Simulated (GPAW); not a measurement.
Crystal: GaSb.

```xyz
2
Lattice="0.0000 3.0590 3.0590 3.0590 0.0000 3.0590 3.0590 3.0590 0.0000" Properties=species:S:1:pos:R:3 pbc="T T T"
Sb    4.5885    4.5885    4.5885
Ga    0.0000    0.0000    0.0000
```

Base run:

```yaml
Program: GPAW 26.7.0
Functional: LDA
Potentials_or_basis: the program's PAW data sets (release 1.2.1) made for this functional
Cutoff: 600 eV
Basis: pw
k_mesh: 8 × 8 × 8
Occupations: fermi-dirac, width 0.05 eV
Spin: no spin polarisation
```

Its results: pressure -1.8 GPa.

**Question.** The run is repeated on the same cell with these changes: functional from LDA to revPBE. What comes out?

**Answer.** Pressure 3.5 GPa.

revPBE binds less tightly than LDA, so the same cell stands under more pressure.

Not every run made on this cell is shown here.
